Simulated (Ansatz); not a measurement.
## MgH2 (Pbcn): the host for defect calculations

Before any defect goes in: MgH2 (Pbcn) at rest, and how it screens a charge.

Main program and level: Ansatz 0.2.0; plane-wave PAW DFT, PBEsol; relaxation of the host's cell and atoms, in the first sound run; inputs show where later runs differ.

## 1. Set-up

The structure is orthorhombic, space group Pbcn (No. 60). The conventional cell has a = 4.479 Å, b = 5.393 Å, c = 4.896 Å, α = 90.00°, β = 90.00°, γ = 90.00°. Nearest to Mg lie 6 H at 1.90 to 1.99 Å. H has 3 Mg at 1.90 to 1.99 Å nearest. Farther neighbours are not listed.

## 2. Host cell relaxation

Lattice and positions are set free, within the symmetry that the program keeps.

cell/input.yaml

```yaml
crystal:
  lattice:
    - [4.4790719, 0.0, 0.0]
    - [0.0, 5.3926223, 0.0]
    - [0.0, 0.0, 4.8955038]
  atoms:
    - { symbol: Mg, position: [0.5, 0.83152757, 0.75] }
    - { symbol: Mg, position: [0.0, 0.66847243, 0.25] }
    - { symbol: Mg, position: [0.5, 0.16847243, 0.25] }
    - { symbol: Mg, position: [0.0, 0.33152757, 0.75] }
    - { symbol: H, position: [0.72769253, 0.89106872, 0.41981232] }
    - { symbol: H, position: [0.22769253, 0.60893128, 0.58018768] }
    - { symbol: H, position: [0.77230747, 0.60893128, 0.91981232] }
    - { symbol: H, position: [0.27230747, 0.89106872, 0.08018768] }
    - { symbol: H, position: [0.72769253, 0.10893128, 0.91981232] }
    - { symbol: H, position: [0.22769253, 0.39106872, 0.08018768] }
    - { symbol: H, position: [0.77230747, 0.39106872, 0.41981232] }
    - { symbol: H, position: [0.27230747, 0.10893128, 0.58018768] }
basis:
  ecutwfc: 420
  xc_grid: 2
hamiltonian:
  xc: pbesol
kpoints:
  mp_grid: { grid: [6, 5, 6] }
scf:
  occupations: { method: fixed }
  max_iter: 100
relax:
  f_tol: 0.005
  max_steps: 60
  cell: {}
output:
  forces: true
  stress: true
checkpoint:
  write: "../cell.run"
  compress: false
  write_wavefunctions: false
  write_every: 100000
```

Started as:

```
$ ansatz run input.yaml --threads 2 --pin off --max-ram 3768MiB --backend cpu --events-out ev --progress --plain --runs-dir out
```

Numbers of over 12 decimals in the logs are rounded to 6 here.

Output:

```text
[... repeated set-up lines and file paths are left out, and long positions are rounded to six places ...]
Engine: ansatz 0.2.0, x86_64-unknown-linux-gnu
Pseudopotentials: kind: paw
Pseudopotential: Mg, paw, valence charge 10, recommended cutoff 420 eV (normal), Mg.paw.azcp
Pseudopotential: H, paw, valence charge 1, recommended cutoff 420 eV (normal), H.paw.azcp
Functional definition: PBEsol
  exchange = pbesol_x
  correlation = pbesol_c
Crystal: 12 atoms, lattice volume = 118.246 Å³
Basis set: ecut = 420 eV, 2297 PW (Γ), exchange–correlation on 60×80×72 points (8 copies of the dense FFT grid, shifted against one another)
Bands: 36, of which v1, the nominal top of the filled ones, is band 24 counted from 1 (23 counted from 0)
Symmetry: 8 space group operations
Space group: Pbcn (ITA 60), of the structure as read, at distance tolerance 4.9e-5 Å
k-points: 48 of 180
Non-local potential: Mg, projectors of the file, l = 0: 3, l = 1: 2, l = 2: 1
Non-local potential: H, projectors of the file, l = 0: 2, l = 1: 1
PAW form: soft (Blöchl's): semilocal exchange-correlation on the pseudo side does not see the compensation charge
PAW frozen core: Mg, regenerated for the run's functional, and the local potential with it (the file was generated under x = pbe(κ = 0.804, μ = 0.219515), c = pbe(β = 0.066725))
PAW one-centre angular grid: Mg, 110 points (default); XC on 64 Gauss nodes
PAW one-centre angular grid: H, 110 points (default); XC on 64 Gauss nodes
Initial density: superposition of atomic densities (neutral atoms: chi_scale 0, normalization atom), corrected by the library's trained network
Initial wavefunctions: pseudopotential atomic-orbital guess
Functional: x = pbesol(κ = 0.804, μ = 0.123457), c = pbesol(β = 0.046)
SCF iter   1: F=—  HF=-7775.613932 eV  |F-HF|=—  |Δ(HF+E_count)|=         —  Δρ=7.46e-3  dr2=4.66e-2  ethr=1.77e-3  ⟨swp⟩=5.0  Hψ=6570  notcnv=0  defer=459
preconditioner: auto → Resta (q_TF=auto, 2.348 Å⁻¹)  ε∞=2.9  [insulator: Δε(μ)=3.349 eV  Ē_g=10.000 eV  n_scr=28 (ndim 8)  ℏωp=13.7 eV  f_vac=0.000  ε∞_Penn≈2.9]
SCF iter   2: F=—  HF=-7775.600931 eV  |F-HF|=—  |Δ(HF+E_count)|=   1.30e-2  Δρ=3.51e-3  dr2=1.13e-2  ethr=9.71e-5  ⟨swp⟩=1.1  Hψ=2118  notcnv=0  defer=460
SCF iter   3: F=—  HF=-7775.597518 eV  |F-HF|=—  |Δ(HF+E_count)|=   3.41e-3  Δρ=2.65e-4  dr2=7.24e-5  ethr=2.36e-5  ⟨swp⟩=2.0  Hψ=1931  notcnv=0  defer=330
automatic band count: iteration 3 solves 33 bands in place of 36: the levels show a gap, and the empty bands left out lie too high to hold charge; the band table lists the bands solved (type scf.n_extra_bands for more)
SCF iter   4: F=—  HF=-7775.597591 eV  |F-HF|=—  |Δ(HF+E_count)|=   7.28e-5  Δρ=7.46e-5  dr2=5.92e-6  ethr=1.51e-7  ⟨swp⟩=2.0  Hψ=1824  notcnv=0  defer=182
iter 5 did not close the SCF: its close was put off for the readings that it lacked (scf_convergence_deferred on its scf_iter line)
SCF iter   5: F=-7775.597596 eV  HF=-7775.597596 eV  |F-HF|=6.15e-8  |Δ(HF+E_count)|=   5.29e-6  Δρ=8.76e-6  dr2=8.56e-8  ethr=1.23e-8  ⟨swp⟩=2.0  Hψ=1829  notcnv=0  defer=185
SCF iter   6: F=-7775.597597 eV  HF=-7775.597597 eV  |F-HF|=5.49e-10  |Δ(HF+E_count)|=   6.87e-8  Δρ=9.38e-7  dr2=7.67e-10  ethr=1.78e-10  ⟨swp⟩=2.0  Hψ=4757  notcnv=0
SCF 1 converged in 6 iterations: F = -7775.597597 eV  dr2 = 7.67e-10
  greatest PAW one-centre occupation: 1.000 electrons in one spin orbital (limit 2), on the Mg atom at site 3 (counted from 0), in its partial waves of l = 0
relax step   1: F+E_penalty+E_count = -7775.59759650 eV  Δ(F+E_penalty+E_count) = +0.000e0 eV  max|allowed force component| = 2.513e-2 eV/Å  Δτ_max = 0.0000 Å  P = +0.122 GPa  Ω = 118.246 Å³  (6 SCF iters, dr2 threshold 1.00e-7 eV, accepted)
[... the SCF cycles and remarks between the steps are left out from here to the last step ...]
relax step   2: F+E_penalty+E_count = -7775.59927656 eV  Δ(F+E_penalty+E_count) = -1.680e-3 eV  max|allowed force component| = 1.388e-2 eV/Å  Δτ_max = 0.0258 Å  P = -0.017 GPa  Ω = 118.065 Å³  energy of the carried Pulay correction = +1.296e-4 eV  (5 SCF iters, dr2 threshold 7.65e-8 eV, accepted)
relax step   3: F+E_penalty+E_count = -7775.59956966 eV  Δ(F+E_penalty+E_count) = -2.931e-4 eV  max|allowed force component| = 2.899e-3 eV/Å  Δτ_max = 0.0068 Å  P = -0.001 GPa  Ω = 118.168 Å³  energy of the carried Pulay correction = +5.597e-5 eV  (5 SCF iters, dr2 threshold 1.54e-8 eV, accepted)
Initial wavefunctions: pseudopotential atomic-orbital guess (no wavefunctions were taken with the density)
iter 1 solved again at ethr=2.16e-9 eV; its pass at ethr=3.10e-3 eV (dr2=1.04e-6 eV) is discarded
SCF iter   1: F=—  HF=-7775.599493 eV  |F-HF|=—  |Δ(HF+E_count)|=         —  Δρ=2.97e-6  dr2=2.48e-9  ethr=2.16e-9  ⟨swp⟩=4.0  Hψ=11262  notcnv=0  defer=471
SCF iter   2: F=—  HF=-7775.599510 eV  |F-HF|=—  |Δ(HF+E_count)|=   1.69e-5  Δρ=1.57e-6  dr2=8.32e-10  ethr=5.16e-12  ⟨swp⟩=2.1  Hψ=2605  notcnv=0  defer=471
SCF iter   3: F=-7775.599510 eV  HF=-7775.599510 eV  |F-HF|=6.37e-11  |Δ(HF+E_count)|=   2.12e-9  Δρ=2.48e-7  dr2=5.07e-11  ethr=1.00e-12  ⟨swp⟩=2.5  Hψ=5726  notcnv=0
SCF 4 converged in 3 iterations: F = -7775.599510 eV  dr2 = 5.07e-11
relax step   4: F+E_penalty+E_count = -7775.59951018 eV  Δ(F+E_penalty+E_count) = +5.949e-5 eV  max|allowed force component| = 2.907e-3 eV/Å  Δτ_max = 0.0000 Å  P = -0.002 GPa  Ω = 118.168 Å³  stress off target by 3.16e-2 GPa  SCF on the basis re-selected at this cell (its energy is not comparable with the rows above)  (3 SCF iters)
basis re-selected at this cell: Δ(F+E_penalty+E_count) = +5.949e-5 eV, ΔP = -0.000 GPa vs the last step (what re-selecting the basis moved, of the pressure what is left beyond the Pulay correction that the steps carried, after the strain that the cell walked [...]
SCF converged after 3 iterations
Free energy (F): -7775.599510 eV
Harris-Foulkes:  -7775.599510 eV  (|F-HF|=6.37e-11)
Internal energy: -7775.599510 eV  (E = F + TS)
E sigma→0 (E₀):  -7775.599510 eV
Fermi energy:    2.331441 eV
--- Per-component energies (eV) ---
  E_band       = -1483.858156
  E_kinetic    = 413.938108
  E_local      = -6815.498576  (includes V_loc(G=0)·N_el)
  E_nonlocal   = 394.350903
  E_hartree    = 2438.382287
  E_xc         = -187.050541
  E_vxc        = -243.123217  (∫ρ·V_xc dr)
  E_paw        = -1127.836588  (= ΣΔE_a)
  E_vpaw       = -110.280089  (= ΣTr[D̂ρ^β])
  E_aug_tail   = -0.009942  (compensation charges beyond the density's cutoff)
  E_ewald      = -2892.110611
  E_core_change = 0.235449  (= ΣΔE_core)
  E_smearing   = -0.000000  (= −TS)
  E_closure    = 0.000000  (closes the sum)
  Σ components = -7775.599510   (vs F -7775.599510, Δ=0.00e0)
--- Forces (eV/Å), atoms counted from 1 ---
  atom   1  Mg     0.00000000    -0.00095010     0.00000000
  atom   2  Mg     0.00000000     0.00095010    -0.00000000
  atom   3  Mg    -0.00000000     0.00095010    -0.00000000
  atom   4  Mg    -0.00000000    -0.00095010     0.00000000
  atom   5  H     -0.00290658     0.00106417     0.00009469
  atom   6  H     -0.00290658    -0.00106417    -0.00009469
  atom   7  H      0.00290658    -0.00106417     0.00009469
  atom   8  H      0.00290658     0.00106417    -0.00009469
  atom   9  H     -0.00290658    -0.00106417     0.00009469
  atom  10  H     -0.00290658     0.00106417    -0.00009469
  atom  11  H      0.00290658     0.00106417     0.00009469
  atom  12  H      0.00290658    -0.00106417    -0.00009469
  max |Σ_I F_I| component: 8.81e-19 eV/Å
--- Stress (GPa, compression-positive) ---
       -0.031608      -0.000000       0.000000
       -0.000000       0.014926      -0.000000
        0.000000      -0.000000       0.011956
  P = ⅓ Tr σ = -0.0016 GPa (-0.016 kbar)
--- Relaxed structure (3 steps of the walk, 3 accepted, 1 SCFs on fresh bases) ---
  F+E_penalty+E_count = -7775.59951018 eV   max|allowed force component| = 2.907e-3 eV/Å   (the final SCF, on the basis selected at the relaxed cell)
  cell:  # Å, volume = 118.1677 Å³
    - [4.476032, 0, 0]
    - [0, 5.393669, 0]
    - [0, 0, 4.894645]
  atoms:
    - { symbol: Mg, position: [0.5, 0.830468, 0.750000] }
    - { symbol: Mg, position: [0, 0.669532, 0.250000] }
    - { symbol: Mg, position: [0.5, 0.169532, 0.250000] }
    - { symbol: Mg, position: [0, 0.330468, 0.750000] }
    - { symbol: H, position: [0.729996, 0.893927, 0.421100] }
    - { symbol: H, position: [0.229996, 0.606073, 0.578900] }
    - { symbol: H, position: [0.770004, 0.606073, 0.921100] }
    - { symbol: H, position: [0.270004, 0.893927, 0.078900] }
    - { symbol: H, position: [0.729996, 0.106073, 0.921100] }
    - { symbol: H, position: [0.229996, 0.393927, 0.078900] }
    - { symbol: H, position: [0.770004, 0.393927, 0.421100] }
    - { symbol: H, position: [0.270004, 0.106073, 0.578900] }
```

Run time: 6.5 s. Hardware: 2 threads of Intel Xeon 6975P-C (Granite Rapids), shared host; peak memory 0.52 GiB; 12 s of CPU time.

The steps of the relaxation:

| step | energy less that of the first step (eV) | largest force component (eV/Å) | pressure (GPa) | volume (Å³) |
| --- | --- | --- | --- | --- |
| 1 | 0.0000 | 0.0251 | 0.12 | 118.25 |
| 2 | -0.0017 | 0.0139 | -0.02 | 118.07 |
| 3 | -0.0020 | 0.0029 | 0.00 | 118.17 |
| 4* | -0.0019 | 0.0029 | 0.00 | 118.17 |

Relaxation steps marked * repeat the geometry before them on a plane-wave basis chosen anew for their cell, so energy and pressure can jump there.

Forces are held to the 8 operations that the run works with; a distortion that breaks them can't arise in this run.

| conventional cell, symmetrised | before | after | change |
| --- | --- | --- | --- |
| a (Å) | 4.479 | 4.476 | -0.1 % |
| b (Å) | 5.393 | 5.394 | +0.0 % |
| c (Å) | 4.896 | 4.895 | -0.0 % |
| volume (Å³/atom) | 9.85 | 9.85 | -0.1 % |

The atoms that moved most (Å, as changes of fractional coordinates times the final cell):

| atom | dx | dy | dz | length |
| --- | --- | --- | --- | --- |
| H12 | -0.010 | -0.015 | -0.006 | 0.020 |
| H9 | 0.010 | -0.015 | 0.006 | 0.020 |
| H8 | -0.010 | 0.015 | -0.006 | 0.020 |
| H10 | 0.010 | 0.015 | -0.006 | 0.020 |
| H5 | 0.010 | 0.015 | 0.006 | 0.020 |
| H6 | 0.010 | -0.015 | -0.006 | 0.020 |
| H7 | -0.010 | -0.015 | 0.006 | 0.020 |
| H11 | -0.010 | 0.015 | 0.006 | 0.020 |

Numbers from this step:

* pressure: -0.001575 GPa

[end of part 1 of 2]

[Logs are printed without paths, hosts, clocks, repeated set-up lines and the standing remarks that a program may print on its own settings, such as how far it seeks lower states.]

[Hosts, paths, dates, database ids (printed as entryN), source tags and the programs' standing remarks are cut or masked in the printed files.]

[Runs of the host that timed out are not shown.]

[For some hosts the program warned that the k-mesh of the response run may be too coarse for force constants and the static dielectric constant; such warnings are not always shown.]
